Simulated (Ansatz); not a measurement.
An Ansatz input:

```yaml
crystal:
  lattice:
    - [-3.1589734115, 2.7995927466, 1.4468123479]
    - [2.7995927466, -3.1589734115, 1.4468123479]
    - [3.6732672089, 3.6732672089, -2.1050186939]
  atoms:
    - { symbol: Se, position: [0.0605863643, 0.9394136357, 0.0] }
    - { symbol: Se, position: [0.6894136357, 0.3105863643, 0.5] }
hamiltonian:
  xc: r2scan
  pseudopotentials:
    kind: paw
    azcp:
      Se: "pseudopotentials/Se.paw.azcp"
basis:
  ecutwfc: 500
  fft_grid_basis: typed
kpoints:
  mp_grid: { grid: [15, 15, 8], shift: [0, 0, 0] }
magnetization:
  spin_polarized: false
scf:
  occupations: { method: fermi_dirac, width: 0.1 }
  lower_state_search: "off"
output:
  stress: true
```

Output

```
Engine: ansatz 0.2.0, x86_64-unknown-linux-gnu
Pseudopotentials: kind: paw
Pseudopotential: Se, paw, valence charge 16, recommended cutoff 500 eV (meta_gga) 
Functional definition: r2SCAN
  parameter k0 = 0.174
  parameter k1 = 0.065
  parameter a1 = 4.9479
  exchange = r2scan_x(k0 = k0, k1 = k1, a1 = a1)
  correlation = r2scan_c
Crystal: 2 atoms, lattice volume = 58.826 Å³
Basis set: ecut = 500 eV, 1495 PW (Γ), exchange–correlation on 144×144×180 points (64 copies of the dense FFT grid, shifted against one another)
Bands: 20, of which v1, the nominal top of the filled ones, is band 16 counted from 1 (15 counted from 0)
Symmetry: 4 space group operations
Space group: C2/c (ITA 15), of the structure as read, at distance tolerance 3.9e-5 Å
k-points: 488 of 1800
Non-local potential: Se, projectors of the file, l = 0: 2, l = 1: 2, l = 2: 3, l = 3: 1
PAW form: soft (Blöchl's): semilocal exchange-correlation on the pseudo side does not see the compensation charge
PAW frozen core: Se, regenerated for the run's functional (the file was generated under x = pbe(κ = 0.804, μ = 0.2195149727645171), c = pbe(β = 0.06672455060314922))
PAW one-centre angular grid: Se, 590 points (default); XC on 160 Gauss nodes
Initial density: superposition of atomic densities (neutral atoms: chi_scale 0, normalization atom), corrected by the library's trained network
Initial wavefunctions: pseudopotential atomic-orbital guess
Functional: x = r2scan, c = r2scan; τ floored in thin density (d = 2e-4 eV/Å³)
SCF iter   1: F=-10955.717212 eV  HF=-10955.714101 eV  |F-HF|=3.11e-3  |Δ(HF+E_count)|=         —  Δρ=2.49e-3  dr2=2.14e-3  dr2_τ=3.46e-3  ethr=1.77e-3  ⟨swp⟩=5.1  Hψ=46786  notcnv=0
SCF iter   2: F=-10955.717902 eV  HF=-10955.719604 eV  |F-HF|=1.70e-3  |Δ(HF+E_count)|=   5.50e-3  Δρ=7.41e-4  dr2=2.29e-4  dr2_τ=1.25e-5  ethr=6.69e-6  ⟨swp⟩=2.0  Hψ=25376  notcnv=0
SCF iter   3: F=-10955.718678 eV  HF=-10955.718735 eV  |F-HF|=5.62e-5  |Δ(HF+E_count)|=   8.69e-4  Δρ=2.18e-4  dr2=3.75e-5  dr2_τ=2.07e-6  ethr=7.15e-7  ⟨swp⟩=2.0  Hψ=19713  notcnv=0
SCF iter   4: F=-10955.718719 eV  HF=-10955.718717 eV  |F-HF|=1.23e-6  |Δ(HF+E_count)|=   1.74e-5  Δρ=5.51e-5  dr2=1.59e-6  dr2_τ=6.93e-8  ethr=1.17e-7  ⟨swp⟩=2.0  Hψ=17606  notcnv=0
iter 5 did not close the SCF: its close was put off for the readings that it lacked (scf_convergence_deferred on its scf_iter line)
SCF iter   5: F=-10955.718719 eV  HF=-10955.718719 eV  |F-HF|=5.52e-8  |Δ(HF+E_count)|=   1.80e-6  Δρ=8.39e-6  dr2=3.42e-8  dr2_τ=1.62e-9  ethr=4.98e-9  ⟨swp⟩=2.0  Hψ=17744  notcnv=0
SCF iter   6: F=-10955.718719 eV  HF=-10955.718719 eV  |F-HF|=2.95e-10  |Δ(HF+E_count)|=   6.67e-8  Δρ=1.67e-6  dr2=1.87e-9  dr2_τ=4.38e-11  ethr=1.07e-10  ⟨swp⟩=1.8  Hψ=32388  notcnv=0
SCF 1 converged in 6 iterations: F = -10955.718719 eV  dr2 = 1.87e-9
SCF converged after 6 iterations
Free energy (F): -10955.718719 eV
Harris-Foulkes:  -10955.718719 eV  (|F-HF|=2.95e-10)
Internal energy: -10955.692538 eV  (E = F + TS)
E sigma→0 (E₀):  -10955.705629 eV
Entropy (-TS):   -0.026181 eV (-13.090 meV/atom)
Fermi energy:    5.689751 eV
--- Per-component energies (eV) ---
  E_band       = -874.877161
  E_kinetic    = 230.575376
  E_local      = -5281.910415  (includes V_loc(G=0)·N_el)
  E_nonlocal   = -1187.309509
  E_hartree    = 2575.523061
  E_xc         = -192.977459
  E_vxc        = -207.263276  (∫ρ·V_xc dr)
  E_paw        = -3852.228940  (= ΣΔE_a)
  E_vpaw       = 409.269180  (= ΣTr[D̂ρ^β])
  E_aug_tail   = -0.000421  (compensation charges beyond the density's cutoff)
  E_vtau       = 10.715587  (kinetic-family band-sum trace: ∫τ·v_τ [+ j·A + Jᵃ·Aᵃ] dr)
  E_ewald      = -3243.834691
  E_core_change = -3.529541  (= ΣΔE_core)
  E_smearing   = -0.026181  (= −TS)
  E_closure    = 0.000000  (closes the sum)
  Σ components = -10955.718719   (vs F -10955.718719, Δ=0.00e0)
--- Stress (GPa, compression-positive) ---
       -4.985464      -2.970435      -0.195124
       -2.970435      -4.985464      -0.195124
       -0.195124      -0.195124      -5.616736
  P = ⅓ Tr σ = -5.1959 GPa (-51.959 kbar)
```

Launched by

```sh
ansatz run input.yaml --threads 1 --pin off --max-ram 3584MiB --backend cpu --events-out ev --progress --plain --runs-dir out
```

On 1 thread of Intel(R) Xeon(R) Platinum 8259CL CPU @ 2.50GHz (Skylake/Cascade Lake) (shared host) this took about 86 s of wall time and 86 s of CPU time.
